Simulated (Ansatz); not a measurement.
The system is As.

```xyz
2
Lattice="4.5664 0.0000 0.0000 -2.2832 3.9546 0.0000 0.0000 0.0000 2.8337" Properties=species:S:1:pos:R:3 pbc="T T T"
As    0.0000    2.6364    0.0000
As    2.2832    1.3182    0.0000
```

The cell was built by a generator and needn't be a form met in nature.

| Property | Result |
| --- | --- |
| Program | Ansatz 0.2.0 |
| Task | relaxation of cell and atoms |
| Functional | PBEsol0 |
| Potentials or basis | Ansatz PAW |
| Cutoff | 420 eV (not typed: the program's choice for these potentials) |
| k mesh | 4 × 4 × 5 |
| Occupations | fermi-dirac, width 0.05 eV |
| Spin | no spin polarisation |

At the start: volume 25.59 Å³/atom.

Question: How do energy, volume and symmetry change on relaxing?

Answer: It ends after 7 steps and the volume is 23.78 Å³/atom (-7.0 %); space group P6/mmm (No. 191, to 0.05 Å).

The path:
| step | energy change (eV) | largest force (eV/Å) | volume (Å³) |
| --- | --- | --- | --- |
| 1 | 0.0000 | 0.0000 | 51.17 |
| 2 | -0.0876 | 0.0000 | 46.73 |
| 3 | -0.0917 | 0.0000 | 47.80 |
| 4 | -0.0923 | 0.0000 | 47.64 |
| 5 | -0.0924 | 0.0000 | 47.51 |
| 6 | -0.0924 | 0.0000 | 47.57 |
| 7 | -0.0915 | 0.0000 | 47.57 |

Final structure:
```
As
1.0
     4.37879    0.00000    0.00000
    -2.18939    3.79214    0.00000
     0.00000    0.00000    2.86472
As
2
Direct
  0.33333 0.66667 0.00000
  0.66667 0.33333 0.00000
```

Caveat: the k mesh is coarse (spacing up to 0.44 Å⁻¹), so the values aren't converged, least of all with exact exchange; the plane-wave basis is chosen anew once the cell has moved, so the energies of steps on either side of that aren't comparable; the PAW data sets come from PBE, with cores solved anew for the run's functional, which leaves a small shift of forces and pressure.
